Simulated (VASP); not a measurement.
# SnSe in VASP: notebook, part 2 of 2

VASP 6.6.1. Earlier steps stand in the parts before.

### Step 3. Relaxation of cell and atoms, LDA

The input, INCAR:

```
PREC     = Accurate       # precision mode
ENCUT    = 600            # plane-wave cutoff, eV
EDIFF    = 1E-7           # SCF threshold, eV
ISMEAR   = 0              # smearing method
SIGMA    = 0.02           # smearing width, eV
LREAL    = F              # projectors in reciprocal space
LASPH    = T              # aspherical terms in the spheres
NELM     = 80             # most SCF steps
ALGO     = Normal         # electronic algorithm
ISIF     = 3              # what is computed and relaxed
LWAVE    = F              # write WAVECAR
LCHARG   = F              # write CHGCAR
GGA      = CA             # functional
IBRION   = 2              # ionic algorithm
NSW      = 90             # ionic steps
EDIFFG   = -0.005         # ionic threshold
```

The input, KPOINTS:

```
Automatic mesh
0
Gamma
  6 6 4
```

The input, POSCAR:

```
SnSe
1.0
    4.2853274200      0.0000000000      0.0000000000
    0.0000000000      4.2853274200      0.0000000000
    0.0000000000      0.0000000000     10.9906921300
Sn Se
2 2
Direct
    0.5000000000      0.0000000000      0.3722291100
    0.0000000000      0.5000000000      0.6277708900
    0.5000000000      0.0000000000      0.6160394900
    0.0000000000      0.5000000000      0.3839605100
```

Potentials or basis: VASP PAW LDA potentials, release 64 (Sn_d, Se).

On the command line:

```bash
cat potpaw_LDA.64/Sn_d/POTCAR potpaw_LDA.64/Se/POTCAR > POTCAR
mpirun -np 1 vasp_std > vasp.out
```

OUTCAR:

```text
PREC = Accurate
   ENCUT = 600
   EDIFF = 1E-7
   ISMEAR = 0
   LREAL = F
   LASPH = T
   NELM = 80
   ISIF = 3
   GGA = CA
   IBRION = 2
   NSW = 90
   EDIFFG = -0.005

 ion  position               nearest neighbor table
   1  0.500  0.000  0.372-   3 2.68   4 3.03   4 3.03   4 3.03   4 3.03
   2  0.000  0.500  0.628-   4 2.68   3 3.03   3 3.03   3 3.03   3 3.03
   3  0.500  0.000  0.616-   1 2.68   2 3.03   2 3.03   2 3.03   2 3.03
   4  0.000  0.500  0.384-   2 2.68   1 3.03   1 3.03   1 3.03   1 3.03

  LATTYP: Found a simple tetragonal cell.
 ALAT       =     4.2853274200
 C/A-ratio  =     2.5647263448

  Lattice vectors:

 A1 = (   4.2853274200,   0.0000000000,   0.0000000000)
 A2 = (   0.0000000000,   4.2853274200,   0.0000000000)
 A3 = (   0.0000000000,   0.0000000000,  10.9906921300)

Analysis of symmetry for initial positions (statically):
=====================================================================
 Subroutine PRICEL returns:
 Original cell was already a primitive cell.

 Routine SETGRP: Setting up the symmetry group for a
 simple tetragonal supercell.

 Subroutine GETGRP returns: Found 16 space group operations
 (whereof  8 operations were pure point group operations)
 out of a pool of 16 trial point group operations.

[... 282 lines left out ...]

[... ionic steps 4 to 13 ...]

--------------------------------------- Ionic step       14  -------------------------------------------

 number of electron      39.9999985 magnetization

------------------------ aborting loop because EDIFF is reached ----------------------------------------
[... 71 lines left out ...]
--------------------------------------- Ionic step       16  -------------------------------------------

 number of electron      39.9999984 magnetization

 Free energy of the ion-electron system (eV)
  ---------------------------------------------------
  ext. energy  EPLUGINS =         0.00000000
  ---------------------------------------------------
  free energy    TOTEN  =       -18.49356895 eV

  energy without entropy =      -18.49356895  energy(sigma->0) =      -18.49356895

 E-fermi :   0.9803     XC(G=0):  -6.3558

 val. band max:        0.8226460959   @ k =   0.3333   0.0000   0.5000
 cond. band min:       2.2714369060   @ k =   0.3333   0.1667   0.5000
 fundamental gap:      1.4487908101
 Fermi energy:         0.9803161217

 k-point     1 :       0.0000    0.0000    0.0000
  band No.  band energies     occupation
      1     -20.2620      2.00000
      2     -20.2379      2.00000
      3     -20.2341      2.00000
      4     -20.2293      2.00000
      5     -20.2234      2.00000
      6     -20.2222      2.00000
[... 637 lines left out ...]
     23       2.7904      0.00000
     24       2.7904      0.00000

 [... further k-points ...]

------------------------ aborting loop because EDIFF is reached ----------------------------------------

  FORCE on cell =-STRESS in cart. coord.  units (eV):
  Direction    XX          YY          ZZ          XY          YZ          ZX
  --------------------------------------------------------------------------------------
  -------------------------------------------------------------------------------------
  Total        0.0077695      0.0077695     -0.0149231      0.0000000     -0.0000000      0.0000000
  in kB        0.0645937      0.0645937     -0.1240668      0.0000000     -0.0000000      0.0000000
  external PRESSURE =       0.0017069 kB  Pullay stress =       0.0000000 kB
[... 19 lines left out ...]
  FREE ENERGIE OF THE ION-ELECTRON SYSTEM (eV)
  ---------------------------------------------------
  free  energy   TOTEN  =       -18.4935689530 eV

  energy  without entropy=      -18.4935689530  energy(sigma->0) =      -18.49356895

 reached required accuracy - stopping structural energy minimisation
```

It took 31 min on 1 thread of Intel Xeon Platinum 8259CL at 2.50GHz (Skylake/Cascade Lake), shared host; peak memory 0.38 GiB.

Results:

```
Free energy                            : -18.4936 eV
Relaxed volume                         : 48.18 Å³/atom
Relaxed cell                           : a = 4.193 Å, b = 4.193 Å, c = 10.963 Å, α = 90.00°, β = 90.00°, γ = 90.00°
Space group after relaxing (to 0.05 Å) : P4/nmm (No. 129)
Energy gained by relaxing              : 15.4 meV/atom
Ionic steps                            : 16
Band gap on the k mesh                 : 1.45 eV, indirect (least direct gap 1.51 eV)
```

Step by step:
```csv
step,energy change (eV),largest force (eV/Å),pressure (GPa),volume (Å³)
1,0.0000,0.2199,-1.34,201.83
2,-0.0461,0.2327,0.57,189.75
3,-0.0505,0.1736,0.09,192.38
4,-0.0537,0.0752,0.01,192.47
5,-0.0537,0.0680,0.02,192.46
6,-0.0545,0.0686,-0.01,192.59
7,-0.0566,0.0692,-0.06,192.99
8,-0.0591,0.0662,-0.19,193.80
9,-0.0568,0.0767,-0.44,195.40
10,-0.0595,0.0635,-0.25,194.22
11,-0.0600,0.0524,-0.22,194.03
12,-0.0610,0.0194,-0.12,193.45
13,-0.0611,0.0475,0.09,192.30
14,-0.0614,0.0185,0.00,192.82
15,-0.0615,0.0133,-0.01,192.79
16,-0.0615,0.0008,0.00,192.71
```

Final structure:
```
Sn Se
1.0
     4.19263    0.00000    0.00000
     0.00000    4.19263    0.00000
     0.00000    0.00000   10.96328
Sn Se
2 2
Direct
  0.50000 0.00000 0.37779
  0.00000 0.50000 0.62221
  0.50000 0.00000 0.62217
  0.00000 0.50000 0.37783
```

Caveat: spin-orbit coupling is left out, which moves the levels of the heavy elements.
